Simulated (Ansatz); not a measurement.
# How much does Sn in Nb(100), 2x2 scatter?

Aim: the resistance that Sn in Nb(100), 2x2 adds to the host.

Method: Ansatz plane-wave DFT, PBE, PAW files; ballistic transport by layer matching (Landauer), zero bias; PAW set soft_1, in the first sound run; inputs show where later runs differ, in Ansatz 0.2.0.

## Step 1: The starting structure

The cell holds 72 atoms: 71 Nb and 1 Sn. Its edges and angles: a = 6.613 Å, b = 6.613 Å, c = 29.757 Å, α = 90.0°, β = 90.0°, γ = 90.0°. It derives from Nb. Regions: lead, 40 atoms (40 Nb); scattering region, 32 atoms (31 Nb and 1 Sn). The structure is stacked along c, and the current runs across the ab planes.

## Step 2: Transmission at ideal sites

The defect sits in one plane of the supercell, all atoms on ideal sites; the layers about the cell's end are the lead. The mesh across the current, 8×8, is finer than the density's, because channels open and close sharply across the zone. Energies from -0.1 to 0.1 eV in steps of 0.05 eV are too few for the program's thermal sum, so it prints no conductance; for a metal the transmission near the Fermi level serves, at a fraction of the cost.

File input.yaml:

```yaml
crystal:
  lattice:
    - [6.6126, 0.0, 0.0]
    - [0.0, 6.6126, 0.0]
    - [0.0, 0.0, 29.7567]
  atoms:
    - { symbol: Nb, position: [0.0, 0.0, 0.0277777778] }
    - { symbol: Nb, position: [0.0, 0.5, 0.0277777778] }
    - { symbol: Nb, position: [0.5, 0.0, 0.0277777778] }
    - { symbol: Nb, position: [0.5, 0.5, 0.0277777778] }
    - { symbol: Nb, position: [0.25, 0.25, 0.0833333333] }
    - { symbol: Nb, position: [0.25, 0.75, 0.0833333333] }
    - { symbol: Nb, position: [0.75, 0.25, 0.0833333333] }
    - { symbol: Nb, position: [0.75, 0.75, 0.0833333333] }
    - { symbol: Nb, position: [0.0, 0.0, 0.1388888889] }
    - { symbol: Nb, position: [0.0, 0.5, 0.1388888889] }
    - { symbol: Nb, position: [0.5, 0.0, 0.1388888889] }
    - { symbol: Nb, position: [0.5, 0.5, 0.1388888889] }
    - { symbol: Nb, position: [0.25, 0.25, 0.1944444444] }
    - { symbol: Nb, position: [0.25, 0.75, 0.1944444444] }
    - { symbol: Nb, position: [0.75, 0.25, 0.1944444444] }
    - { symbol: Nb, position: [0.75, 0.75, 0.1944444444] }
    - { symbol: Nb, position: [0.0, 0.0, 0.25] }
    - { symbol: Nb, position: [0.0, 0.5, 0.25] }
    - { symbol: Nb, position: [0.5, 0.0, 0.25] }
    - { symbol: Nb, position: [0.5, 0.5, 0.25] }
    - { symbol: Nb, position: [0.25, 0.25, 0.3055555556] }
    - { symbol: Nb, position: [0.25, 0.75, 0.3055555556] }
    - { symbol: Nb, position: [0.75, 0.25, 0.3055555556] }
    - { symbol: Nb, position: [0.75, 0.75, 0.3055555556] }
    - { symbol: Nb, position: [0.0, 0.0, 0.3611111111] }
    - { symbol: Nb, position: [0.0, 0.5, 0.3611111111] }
    - { symbol: Nb, position: [0.5, 0.0, 0.3611111111] }
    - { symbol: Nb, position: [0.5, 0.5, 0.3611111111] }
    - { symbol: Nb, position: [0.25, 0.25, 0.4166666667] }
    - { symbol: Nb, position: [0.25, 0.75, 0.4166666667] }
    - { symbol: Nb, position: [0.75, 0.25, 0.4166666667] }
    - { symbol: Nb, position: [0.75, 0.75, 0.4166666667] }
    - { symbol: Nb, position: [0.0, 0.0, 0.4722222222] }
    - { symbol: Nb, position: [0.0, 0.5, 0.4722222222] }
    - { symbol: Nb, position: [0.5, 0.0, 0.4722222222] }
    - { symbol: Nb, position: [0.5, 0.5, 0.4722222222] }
    - { symbol: Sn, position: [0.25, 0.25, 0.5277777778] }
    - { symbol: Nb, position: [0.25, 0.75, 0.5277777778] }
    - { symbol: Nb, position: [0.75, 0.25, 0.5277777778] }
    - { symbol: Nb, position: [0.75, 0.75, 0.5277777778] }
    - { symbol: Nb, position: [0.0, 0.0, 0.5833333333] }
    - { symbol: Nb, position: [0.0, 0.5, 0.5833333333] }
    - { symbol: Nb, position: [0.5, 0.0, 0.5833333333] }
    - { symbol: Nb, position: [0.5, 0.5, 0.5833333333] }
    - { symbol: Nb, position: [0.25, 0.25, 0.6388888889] }
    - { symbol: Nb, position: [0.25, 0.75, 0.6388888889] }
    - { symbol: Nb, position: [0.75, 0.25, 0.6388888889] }
    - { symbol: Nb, position: [0.75, 0.75, 0.6388888889] }
    - { symbol: Nb, position: [0.0, 0.0, 0.6944444444] }
    - { symbol: Nb, position: [0.0, 0.5, 0.6944444444] }
    - { symbol: Nb, position: [0.5, 0.0, 0.6944444444] }
    - { symbol: Nb, position: [0.5, 0.5, 0.6944444444] }
    - { symbol: Nb, position: [0.25, 0.25, 0.75] }
    - { symbol: Nb, position: [0.25, 0.75, 0.75] }
    - { symbol: Nb, position: [0.75, 0.25, 0.75] }
    - { symbol: Nb, position: [0.75, 0.75, 0.75] }
    - { symbol: Nb, position: [0.0, 0.0, 0.8055555556] }
    - { symbol: Nb, position: [0.0, 0.5, 0.8055555556] }
    - { symbol: Nb, position: [0.5, 0.0, 0.8055555556] }
    - { symbol: Nb, position: [0.5, 0.5, 0.8055555556] }
    - { symbol: Nb, position: [0.25, 0.25, 0.8611111111] }
    - { symbol: Nb, position: [0.25, 0.75, 0.8611111111] }
    - { symbol: Nb, position: [0.75, 0.25, 0.8611111111] }
    - { symbol: Nb, position: [0.75, 0.75, 0.8611111111] }
    - { symbol: Nb, position: [0.0, 0.0, 0.9166666667] }
    - { symbol: Nb, position: [0.0, 0.5, 0.9166666667] }
    - { symbol: Nb, position: [0.5, 0.0, 0.9166666667] }
    - { symbol: Nb, position: [0.5, 0.5, 0.9166666667] }
    - { symbol: Nb, position: [0.25, 0.25, 0.9722222222] }
    - { symbol: Nb, position: [0.25, 0.75, 0.9722222222] }
    - { symbol: Nb, position: [0.75, 0.25, 0.9722222222] }
    - { symbol: Nb, position: [0.75, 0.75, 0.9722222222] }
kpoints:
  mp_grid: { grid: [4, 4, 1] }
hamiltonian:
  xc: pbe
  pseudopotentials: { kind: paw, azcp: { folder: soft_1 } }
scf:
  occupations: { method: fermi_dirac, width: 0.1 }
output:
  transmission: { leads: [[0, 4]], kmesh: [8, 8], e_range: [-0.1, 0.1], de: 0.05 }
  write_potential: true
  write_density: true
  volumetric_format: npy
  elf: true
```

On the command line:

```bash
> ansatz run input.yaml --threads 4 --pin off --max-ram 15360MiB --backend cpu --events-out ev --progress --plain --runs-dir out
```

Numbers of over 12 decimals in the logs are rounded to 6 here.

The program printed:

```text
Engine: ansatz 0.2.0, aarch64-unknown-linux-gnu
Pseudopotentials: kind: paw
Pseudopotential: Nb, paw, valence charge 13, recommended cutoff 420 eV (normal), soft_1/Nb.paw.azcp
Pseudopotential: Sn, paw, valence charge 14, recommended cutoff 420 eV (normal), soft_1/Sn.paw.azcp
Functional definition: PBE
  parameter kappa = 0.804
  parameter beta = 0.066725
  exchange = pbe_x(kappa = kappa, mu = beta*pi^2/3)
  correlation = pbe_c(beta = beta)
Crystal: 72 atoms, lattice volume = 1301.156 Å³
Basis set: ecut = 420 eV, 25467 PW (Γ)
Bands: 563, of which v1, the nominal top of the filled ones, is band 469 counted from 1 (468 counted from 0)
Symmetry: 16 space group operations
Space group: P4/mmm (ITA 123), of the structure as read, at distance tolerance 1.1e-4 Å
k-points: 6 of 16
Non-local potential: Nb, projectors of the file, l = 0: 3, l = 1: 2, l = 2: 2, l = 3: 1
Non-local potential: Sn, projectors of the file, l = 0: 2, l = 1: 2, l = 2: 2, l = 3: 1
PAW form: soft (Blöchl's): semilocal exchange-correlation on the pseudo side does not see the compensation charge
PAW one-centre angular grid: Nb, 590 points (default); XC on 64 Gauss nodes
PAW one-centre angular grid: Sn, 590 points (default); XC on 64 Gauss nodes
Initial density: superposition of atomic densities (chi_scale 0.1, normalization cell, long waves 7 % of neutral atoms (reshape's long-wave potential 1.07 eV rms, cloud 3.03 Å wide))
Initial wavefunctions: pseudopotential atomic-orbital guess
Functional: x = pbe(κ = 0.804, μ = 0.219515), c = pbe(β = 0.066725)
SCF iter   1: F=—  HF=-329317.483398 eV  |F-HF|=—  |Δ(HF+E_count)|=         —  Δρ=1.02e-1  dr2=8.43e3  ethr=3.10e-3  ⟨swp⟩=6.7  Hψ=14197  notcnv=0
preconditioner: auto → Kerker (q_TF=auto, 2.583 Å⁻¹)  [metal: Δε(μ)=0.014 eV  Ē_g=4.304 eV  σ=0.100 eV  W_gap=0.03  n_scr=372 (ndim 8)  ℏωp=19.8 eV  f_vac=0.000  D(μ)=62.34/eV (n_scr^D=542)]
SCF iter   2: F=—  HF=-329262.344102 eV  |F-HF|=—  |Δ(HF+E_count)|=    5.51e1  Δρ=5.80e-2  dr2=2.74e3  ethr=3.10e-3  ⟨swp⟩=3.8  Hψ=6975  notcnv=0
SCF iter   3: F=—  HF=-329242.626684 eV  |F-HF|=—  |Δ(HF+E_count)|=    1.97e1  Δρ=2.14e-2  dr2=4.47e2  ethr=3.10e-3  ⟨swp⟩=8.3  Hψ=12547  notcnv=0  defer=11
SCF iter   4: F=—  HF=-329240.728254 eV  |F-HF|=—  |Δ(HF+E_count)|=    1.90e0  Δρ=5.06e-3  dr2=4.47e0  ethr=3.10e-3  ⟨swp⟩=4.2  Hψ=4937  notcnv=0  defer=9
SCF iter   5: F=—  HF=-329240.621542 eV  |F-HF|=—  |Δ(HF+E_count)|=   1.07e-1  Δρ=1.37e-3  dr2=1.85e0  ethr=4.77e-4  ⟨swp⟩=3.0  Hψ=4323  notcnv=0  defer=12
SCF iter   6: F=—  HF=-329240.612408 eV  |F-HF|=—  |Δ(HF+E_count)|=   9.13e-3  Δρ=6.95e-4  dr2=4.58e-1  ethr=1.98e-4  ⟨swp⟩=2.2  Hψ=3822  notcnv=0  defer=11
SCF iter   7: F=—  HF=-329240.609476 eV  |F-HF|=—  |Δ(HF+E_count)|=   2.93e-3  Δρ=1.85e-4  dr2=3.85e-2  ethr=4.88e-5  ⟨swp⟩=1.0  Hψ=3452  notcnv=0  defer=11
SCF iter   8: F=—  HF=-329240.609403 eV  |F-HF|=—  |Δ(HF+E_count)|=   7.31e-5  Δρ=3.44e-5  dr2=1.18e-3  ethr=4.11e-6  ⟨swp⟩=1.5  Hψ=3490  notcnv=0  defer=11
SCF iter   9: F=—  HF=-329240.609439 eV  |F-HF|=—  |Δ(HF+E_count)|=   3.63e-5  Δρ=1.56e-5  dr2=6.96e-5  ethr=1.25e-7  ⟨swp⟩=2.0  Hψ=4106  notcnv=0  defer=11
SCF iter  10: F=—  HF=-329240.607143 eV  |F-HF|=—  |Δ(HF+E_count)|=   2.30e-3  Δρ=3.87e-6  dr2=3.40e-6  ethr=7.43e-9  ⟨swp⟩=2.0  Hψ=4301  notcnv=0  defer=11
SCF iter  11: F=-329240.607143 eV  HF=-329240.607143 eV  |F-HF|=5.37e-8  |Δ(HF+E_count)|=   1.65e-8  Δρ=8.95e-7  dr2=5.90e-8  ethr=1.07e-11  ⟨swp⟩=10.3  Hψ=14760  notcnv=0
SCF 1 converged in 11 iterations: F = -329240.607143 eV  dr2 = 5.90e-8
  greatest PAW one-centre occupation: 0.998 electrons in one spin orbital (limit 2), on the Nb atom at site 39 (counted from 0), in its partial waves of l = 0
transmission: 86 of 825 steps passed
transmission: 172 of 825 steps passed
[...]
transmission: 825 of 825 steps passed
SCF converged after 11 iterations
Free energy (F): -329240.607143 eV
Harris-Foulkes:  -329240.607143 eV  (|F-HF|=5.37e-8)
Internal energy: -329237.255071 eV  (E = F + TS)
E sigma→0 (E₀):  -329238.931107 eV
Entropy (-TS):   -3.352072 eV (-46.557 meV/atom)
Fermi energy:    17.749786 eV
--- Per-component energies (eV) ---
  E_band       = -4816.179065
  E_kinetic    = 26686.675961
  E_local      = -46771.036980  (includes V_loc(G=0)·N_el)
  E_nonlocal   = 6886.746662
  E_hartree    = 15707.033699
  E_xc         = -11903.207550
  E_vxc        = -14341.245256  (∫ρ·V_xc dr)
  E_paw        = -223209.086470  (= ΣΔE_a)
  E_vpaw       = -8691.388489  (= ΣTr[D̂ρ^β])
  E_aug_tail   = 0.002899  (compensation charges beyond the density's cutoff)
  E_ewald      = -96634.383292
  E_smearing   = -3.352072  (= −TS)
  E_closure    = -0.000000  (closes the sum)
  Σ components = -329240.607143   (vs F -329240.607143, Δ=0.00e0)
--- Band table (eV; the first three rows and the last of 6) ---
  k-point 0: bands = [... 465 lower, 18.1851, 18.2149, 18.2929, 18.2929, 18.3811, 18.4205, 18.4205, 18.4255, ... 90 higher]
  k-point 1: bands = [... 465 lower, 18.0052, 18.0110, 18.0306, 18.0479, 18.0572, 18.0925, 18.1065, 18.1558, ... 90 higher]
  k-point 2: bands = [... 465 lower, 17.6635, 17.6759, 17.7025, 17.7054, 17.7064, 17.7069, 17.7113, 17.7168, ... 90 higher]
  k-point 5: bands = [... 465 lower, 17.1478, 17.1604, 17.1604, 17.1665, 17.1957, 17.1957, 17.2287, 17.2479, ... 90 higher]
--- Transmission ---
  basis      : 385 plane waves across, 55 finite elements along
  points     : 15, standing for a mesh of 8 x 8
  energies   : 5 from -0.100000 to 0.100000 eV about the Fermi level, 0.050000 eV apart; the leads are filled to 0.000000 eV, and channels, transmission and decay are at 0.000000 eV
  crystal 0  : Nb4, at the sites [0, 4], period 1.6531 Å, over 28.10 Å; its Hamiltonian steps by up to 2.2 meV
    offset         : up to 0.0000 Å between an atom of the period and one for which it stands
    channels       : 1.060938e1 a spin
    conductance    : none, the energies end too early or step too widely for 300 K: set another output.transmission.e_range or a lower de, or, where they end at an eighth of basis.ecutwfc, a higher one
  junction   : crystal 0 to crystal 0, 0.96 to 29.06 Å
    transmission   : 7.235995e0 a spin
    conductance    : none, the energies end too early or step too widely for 300 K: set another output.transmission.e_range or a lower de, or, where they end at an eighth of basis.ecutwfc, a higher one
```

Elapsed: 14 min, on 4 threads of Arm Neoverse V1, shared host; peak memory 10 GiB; 47 min of CPU time.

This run has no spin polarisation although its electron count is odd.

Numbers from this step:

* free energy: -329240.6071 eV
* energy at zero smearing: -329238.9311 eV
* Fermi energy: 17.75 eV
* cell area: 43.73 Å²
* transmission per spin nearest the Fermi level: 7.236
* open channels per spin nearest the Fermi level: 10.61
* step of the lead's potential: 2.2 meV

Per spin. Table of transmission, zone mean by energy, zero at the Fermi level:

```
energy (eV)  transmission, zone mean
    -0.1000                     8.01
    -0.0500                     7.65
     0.0000                     7.24
     0.0500                     6.84
     0.1000                     6.64
```

Per spin. Open channels, zone mean, lead against energy, zero at the Fermi level:

```
energy (eV)  open channels, zone mean, lead
    -0.1000                            12.0
    -0.0500                            11.4
     0.0000                            10.6
     0.0500                            10.2
     0.1000                            9.92
```

Transmission over k1 and k2. At 0.0000 eV from the Fermi level.

Ten even steps from '_' (2.48) to '@' (9.40):
```
__==**%%@@%%**==
==**##%%@@%%##**
**%%%%##%%##%%%%
##@@@@%%##%%@@@@
**%%%%##%%##%%%%
==**##%%@@%%##**
__==**%%@@%%**==
____==**##**==__
```
Columns: k1 (b1) from -0.5 to 0.375; rows upwards: k2 (b2) from -0.5 to 0.375.

Open channels over k1 and k2. At 0.0000 eV from the Fermi level.

Values, 8 rows by 8 columns:
```
 4.0  9.0  9.0 12.0 14.0 12.0  9.0  9.0
10.0  9.0 10.0 12.0 14.0 12.0 10.0  9.0
10.0 12.0 12.0 11.0 11.0 11.0 12.0 12.0
14.0 14.0 14.0 11.0 11.0 11.0 14.0 14.0
10.0 12.0 12.0 11.0 11.0 11.0 12.0 12.0
10.0  9.0 10.0 12.0 14.0 12.0 10.0  9.0
 4.0  9.0  9.0 12.0 14.0 12.0  9.0  9.0
 4.0  4.0 10.0 10.0 14.0 10.0 10.0  4.0
```
Columns: k1 (b1) from -0.5 to 0.375; rows upwards: k2 (b2) from -0.5 to 0.375.

Electrostatic potential energy in the ca plane at fractional y = 0.250, with atoms of Nb and Sn within 0.2 Å of it. With pseudopotentials it is smooth inside the atoms' cores, unlike the true potential.

Ten even steps from '0' (-54 eV) to '9' (20 eV), each cell a mean:
```
99999999999999999999999999999999999999999999
99999878999999878999999877899999877899999877
99997434799997534699998533689998533689998633
89985101489996200489996200379996200379997300
89985100489985100379996100379996200279996200
99996312589996312589997312489997411489997411
99998656899998756899998756799999756799999765
99999999999999999999999989999999999999999999
99999999999999999999999999999999999999999999
99999999999999999999999999999999999999999999
99999878999999878999999877899999877899999877
99997434799997534689998666689998533689998633
89985101489996200489996799679996200379997300
89985100489985100379996799679996200269996200
99996312589996312589997677689997412489997411
99998656899998756899998766799999756799999765
99999999999999999999999999999999999999999999
99999999999999999999999999999999999999999999
```
Columns run along c (16.0 Å, from fractional 0.23 to 0.77 of the cell; values clipped at the 3rd and 97th percentile), rows up along a (6.6 Å). Atoms in or near the plane, at fractional coordinates: Nb at (0.31, 0.25), Nb at (0.31, 0.75), Nb at (0.42, 0.25), Nb at (0.42, 0.75), Sn at (0.53, 0.25), Nb at (0.53, 0.75), Nb at (0.64, 0.25), Nb at (0.64, 0.75), Nb at (0.75, 0.25), Nb at (0.75, 0.75).

ELF in the ca plane at fractional y = 0.250, with atoms of Nb and Sn within 0.2 Å of it. It is the smooth field of the valence electrons, not physical close to the nuclei.

Values, 10 rows by 16 columns, each cell a mean:
```
0.42 0.37 0.24 0.39 0.41 0.25 0.35 0.44 0.25 0.24 0.43 0.36 0.25 0.40 0.40 0.25
0.34 0.36 0.62 0.33 0.33 0.60 0.39 0.37 0.50 0.52 0.36 0.38 0.61 0.33 0.33 0.61
0.27 0.41 0.53 0.34 0.30 0.53 0.47 0.26 0.53 0.53 0.26 0.44 0.53 0.32 0.32 0.53
0.38 0.33 0.50 0.33 0.35 0.48 0.34 0.42 0.40 0.41 0.41 0.33 0.49 0.34 0.34 0.49
0.41 0.41 0.29 0.42 0.42 0.30 0.41 0.41 0.30 0.29 0.40 0.42 0.30 0.42 0.42 0.29
0.42 0.37 0.24 0.39 0.40 0.25 0.36 0.38 0.41 0.40 0.38 0.37 0.24 0.39 0.40 0.24
0.35 0.36 0.62 0.33 0.33 0.60 0.39 0.39 0.22 0.20 0.40 0.37 0.61 0.33 0.33 0.61
0.27 0.41 0.53 0.34 0.30 0.53 0.45 0.34 0.12 0.10 0.35 0.43 0.53 0.31 0.32 0.53
0.39 0.33 0.50 0.33 0.35 0.48 0.34 0.40 0.28 0.27 0.41 0.33 0.49 0.34 0.34 0.49
0.41 0.41 0.29 0.42 0.41 0.30 0.42 0.36 0.42 0.42 0.36 0.43 0.29 0.41 0.41 0.29
```
Columns run along c (16.0 Å, from fractional 0.23 to 0.77 of the cell), rows up along a (6.6 Å). Atoms in or near the plane, at fractional coordinates: Nb at (0.31, 0.25), Nb at (0.31, 0.75), Nb at (0.42, 0.25), Nb at (0.42, 0.75), Sn at (0.53, 0.25), Nb at (0.53, 0.75), Nb at (0.64, 0.25), Nb at (0.64, 0.75), Nb at (0.75, 0.25), Nb at (0.75, 0.75).

Valence density in the ca plane at fractional y = 0.250, with atoms of Nb and Sn within 0.2 Å of it. It is the smooth field of the valence electrons, not physical close to the nuclei.

Ten even steps from '0' (0 e/Å³) to '9' (10 e/Å³), each cell a mean:
```
00000000000000000000000000000000000000000000
00000000000000000000000000000000000000000000
00000122000000122000000122100000122100000122
00001344100001344200000344200000344200000244
00001444200001344200001344200000344300000344
00000233100000233100000233100000233100000133
00000010000000010000000010000000011000000011
00000000000000000000000000000000000000000000
00000000000000000000000000000000000000000000
00000000000000000000000000000000000000000000
00000000000000000000000000000000000000000000
00000122000000122000000122000000122100000122
00001344100001344200000487200000344200000244
00001444200001344200000598300000344300000344
00000233100000233100000254100000233100000133
00000010000000010000000010000000011000000011
00000000000000000000000000000000000000000000
00000000000000000000000000000000000000000000
```
Columns run along c (16.0 Å, from fractional 0.23 to 0.77 of the cell), rows up along a (6.6 Å). Atoms in or near the plane, at fractional coordinates: Nb at (0.31, 0.25), Nb at (0.31, 0.75), Nb at (0.42, 0.25), Nb at (0.42, 0.75), Sn at (0.53, 0.25), Nb at (0.53, 0.75), Nb at (0.64, 0.25), Nb at (0.64, 0.75), Nb at (0.75, 0.25), Nb at (0.75, 0.75).

Over the solved energies the transmission per spin lies between 6.64 and 8.01, out of 10.8 channels of the lead on average (up to 12.0).

## Step 3: Resistance at ideal sites

This step: Ansatz plane-wave DFT, PBE, PAW files; ballistic transport by layer matching (Landauer), zero bias; area resistance of the defect plane and resistivity an atomic per cent; PAW set soft_1 (Ansatz 0.2.0).

This step gave:

```
area resistance                                                                                 : 0.2534 fΩ m²
T over the leads' mean channel count                                                            : 0.6747
resistivity per at.% scaled from this dense plane, with the factor 3/4 for isotropic scattering : 4.599 µΩ cm
```

Averaged over the energies near the Fermi level, 67.5 % of the channels pass, which makes 0.253 fΩ m².

By hand, with T and the leads' channels N averaged over the energies near the Fermi level: RA = A (h/2e²)(1/T − 1/N) = 43.73×10⁻²⁰ m² × 12 906 Ω × (1/7.243 − 1/10.73) = 0.253 fΩ m². Per atomic per cent: RA × A / V_atom × 0.01 × 3/4 = 4.60 µΩ cm, with the host's V_atom = 18.07 Å³.

[end of part 1 of 3]

[Logs are printed without paths, hosts, clocks, repeated set-up lines and the standing remarks that a program may print on its own settings, such as how far it seeks lower states.]

[Hosts, paths, dates, database ids (printed as entryN), source tags and the programs' standing remarks are cut or masked in the printed files.]
